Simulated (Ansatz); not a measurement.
# CdS under changes of volume

One of the cells (20.871 Å³/atom); the others are scaled copies at fixed shape and fractional positions:

```
CELL_PARAMETERS angstrom
0.00000 2.75324 2.75324
2.75324 0.00000 2.75324
2.75324 2.75324 0.00000
ATOMIC_POSITIONS crystal
Cd 0.00000 0.00000 0.00000
S 0.50000 0.50000 0.50000
```

Measurements of this composition are mostly on another form, of space group No. 186.

```yaml
Program: Ansatz 0.2.0
Functional: PBE0
Potentials_or_basis: Ansatz PAW
Cutoff: "420 eV (not typed: the program's choice for these potentials)"
k_mesh: 4 × 4 × 4
Occupations: fermi-dirac, width 0.05 eV
Spin: no spin polarisation
```

```tsv
volume (Å³/atom)	energy over the lowest point (meV/atom)	pressure (GPa)	gap on the mesh (eV)
19.618	?	?	?
20.036	0.92	1.2	1.93
20.453	0.00	-0.5	1.92
20.871	3.44	-2.0	1.92
21.288	10.34	-3.4	1.91
21.705	20.80	-4.6	1.89
22.123	34.20	-5.7	1.88
```

What does the run at 19.618 Å³/atom give?

Energy over the lowest point 6.64 meV/atom; pressure 3.1 GPa; gap on the mesh 1.93 eV.

Worked out: A Birch-Murnaghan fit of order 3 (a polynomial in V^(-2/3)) to the other rows has its minimum at 20.32 Å³/atom with B0 = V·E''(V) = 80 GPa and B' = 4.3. It gives 6.43 meV/atom at 19.618 Å³/atom, against the run's 6.64, and -dE/dV = 3.1 GPa, against 3.1. A straight line through the other rows of the gap, of slope -0.503 eV per unit of ln V, extrapolates to 1.94 eV, against the run's 1.93.

Energies are extrapolated to zero smearing.

Caveats: all runs use coarse meshes; the PAW data sets come from PBE, with cores solved anew for the run's functional, which leaves a small shift of forces and pressure; the thresholds are loose for stress.

A mesh can miss the band edges. Spin-orbit coupling on Cd is left out.
